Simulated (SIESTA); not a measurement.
Here is a SIESTA 5.4.2 calculation.

The input run.py:

```python
from ase import Atoms
from ase.calculators.siesta import Siesta
from ase.units import Ry, GPa

atoms = Atoms(
    ['Cu', 'Cu', 'O', 'O'],
    cell=[
        [2.34185, -1.7113, 0.0],
        [2.34185, 1.7113, 0.0],
        [-0.8500274268, 0.0, 5.0578693947],
    ],
    scaled_positions=[
        [0.5, 0.0, 0.5],
        [0.0, 0.5, 0.0],
        [0.4184, 0.5816, 0.75],
        [0.5816, 0.4184, 0.25],
    ],
    pbc=True,
)

fdf = {
    'SCFMustConverge': False,
    'OccupationFunction': 'FD',
    'ElectronicTemperature': '0.05 eV',
    'MaxSCFIterations': '120',
    'SCF.Mixer.Method': 'Pulay',
    'SCF.Mixer.Weight': '0.25',
    'SCF.Mixer.History': '8',
    'SCF.DM.Tolerance': '5.0e-05',
    'SCF.H.Tolerance': '1.0e-03 eV',
    'WriteForces': 'true',
    'Charge.Mulliken': 'end',
    'OpticalCalculation': 'true',
    'Optical.Energy.Minimum': '0.0 eV',
    'Optical.Energy.Maximum': '40 eV',
    'Optical.Broaden': '0.1 eV',
    'Optical.Mesh': ['8 8 4'],
    'Optical.OffsetMesh': 'true',
    'Optical.PolarizationType': 'polycrystal',
}
calc = Siesta(
    label="CuO",
    command="siesta < PREFIX.fdf > PREFIX.out",
    pseudo_path="pseudos",
    pseudo_qualifier="",
    xc=('GGA', 'PBE'),
    basis_set="DZP",
    mesh_cutoff=800 * Ry,
    energy_shift=0.002 * Ry,
    kpts=[8, 8, 4],
    spin="non-polarized",
    fdf_arguments=fdf,
)
atoms.calc = calc

print(f"energy = {atoms.get_potential_energy():.6f} eV")
free = atoms.get_potential_energy(force_consistent=True)
print(f"free energy = {free:.6f} eV")
print("forces (eV/A):")
print(atoms.get_forces(apply_constraint=False).round(6))
print("stress (GPa, Voigt order, tension positive):", (atoms.get_stress() / GPa).round(4))
```

Potentials or basis: PseudoDojo 0.4 standard (PBE files), DZP (energy shift 0.002 Ry).

Launch:

```sh
$ python run.py
```

Question: Estimate the pressure.

Answer: 7.0 GPa.

Question: Predict the band gap on the k mesh.

Answer: None (metal or under the smearing width).

Dielectric function (mean over the directions given):
```tsv
energy (eV)	real part	imaginary part
0.26	0.38	57.62
0.91	-0.93	10.52
1.56	4.94	6.69
2.21	-0.71	6.86
2.86	-0.05	3.55
3.64	1.67	1.09
4.29	3.94	1.94
4.94	3.74	3.82
5.59	2.82	2.81
6.24	1.44	3.12
7.02	0.59	4.62
7.67	0.49	2.49
8.32	0.47	2.43
8.97	0.78	1.89
9.62	1.23	1.01
10.40	1.62	1.89
11.05	1.87	2.26
11.70	1.33	2.42
12.35	0.38	2.50
13.00	0.50	1.21
13.78	0.64	1.05
14.43	0.82	1.13
15.08	0.82	1.48
15.73	0.69	1.63
16.38	0.22	1.98
17.16	0.29	1.16
17.81	0.20	1.09
18.46	0.38	0.98
19.11	0.42	1.24
19.89	0.36	1.02
```

Caveat: the basis holds too few empty states to meet the f-sum rule, so the spectrum is short of weight at high energy; semicore shells carry a single zeta, which can move pressures by several GPa and volumes by a few percent; spectra need much finer meshes, so this one isn't converged; independent-particle spectra lack excitons; the intraband (Drude) part of a metal's response may be missing; the basis of atomic orbitals isn't converged, which shifts pressures, moduli and gaps; the run has no spin polarisation, though such a crystal can be magnetic; semilocal functionals often make such compounds metallic where correlation or magnetic order opens a gap, which also shifts bond lengths. With open d or f shells a metallic result of PBE can be an artefact of self-interaction; +U or a hybrid may open a gap.
